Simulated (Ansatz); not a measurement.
Ti (P6_3/mmc)

Theory: DFT PBEsol, scalar-relativistic, plane waves, PAW (Ansatz 0.2.0).

Cutoff 420 eV; k points 18×18×10 on the computed 2-atom cell (Γ-centred); Gaussian smearing, width 0.10 eV; no spin polarisation.

The structure is relaxed at this level of theory with its symmetry kept.

Space group P6_3/mmc (No. 194). a = 2.900 Å, b = 2.900 Å, c = 4.591 Å, α = 90.00°, β = 90.00°, γ = 120.00°
```csv
atom,site,symmetry,x,y,z
Ti,2c,-6m2,0.3333,0.6667,0.2500
```

Q: Formation energy from the elements' standard states (uncorrected)?

A: 0.000 eV/atom.

Q: Density of states at the Fermi level?

A: 1.71 states/eV per cell.

Q: Löwdin character within 0.5 eV of the Fermi level?

A: Ti 3d 91 %, unprojected 5 %.

Q: Bulk modulus?

A: 120 GPa.

Q: Its pressure derivative?

A: 3.5.

Q: Bader charges (e)?

A: Ti (2 in the cell) 0.00.